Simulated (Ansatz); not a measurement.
Here is an Ansatz 0.2.0 calculation.

Contents of input.yaml:

```yaml
crystal:
  lattice:
    - [2.9217699809, 0.0, 0.0]
    - [-1.4608849905, 2.5303270275, 0.0]
    - [0.0, 0.0, 5.916515]
  atoms:
    - { symbol: Ta, position: [0.0, 0.0, 0.5] }
    - { symbol: Ta, position: [0.0, 0.0, 0.0] }
    - { symbol: "N", position: [0.3333333333, 0.6666666667, 0.25] }
    - { symbol: "N", position: [0.6666666667, 0.3333333333, 0.75] }
hamiltonian:
  xc: pbe
  pseudopotentials: { kind: paw_fr }
magnetization:
  noncollinear: true
  spin_orbit: true
kpoints:
  mp_grid: { grid: [7, 7, 4] }
  band_path:
    path:
      - [[0.0, 0.0, 0.0], [0.5, 0.0, 0.0], [0.3333333333, 0.3333333333, 0.0], [0.0, 0.0, 0.0], [0.0, 0.0, 0.5], [0.5, 0.0, 0.5], [0.3333333333, 0.3333333333, 0.5], [0.0, 0.0, 0.5]]
      - [[0.5, 0.0, 0.5], [0.5, 0.0, 0.0]]
      - [[0.3333333333, 0.3333333333, 0.0], [0.3333333333, 0.3333333333, 0.5]]
    npoints: 14
scf:
  occupations: { method: fermi_dirac, width: 0.05 }
  n_extra_bands: 10
output:
  forces: true
  stress: true
  eigenvalues: true
  fatbands: true
```

Potentials or basis: Ansatz PAW.

The run is started by

```sh
$ ansatz run input.yaml --threads 2 --pin off --max-ram 5632MiB --backend cpu --events-out ev --progress --plain --runs-dir out
```

Predict the band gap on the k mesh.

none (metal or under the smearing width).

Estimate the pressure.

-1.3 GPa.

Stress tensor (GPa, compression positive):
```
-1.89  0.00  0.00
 0.00 -1.89  0.00
 0.00  0.00  0.01
```

Caveat: the pressure holds a Pulay correction of +0.4 GPa for the finite cutoff.
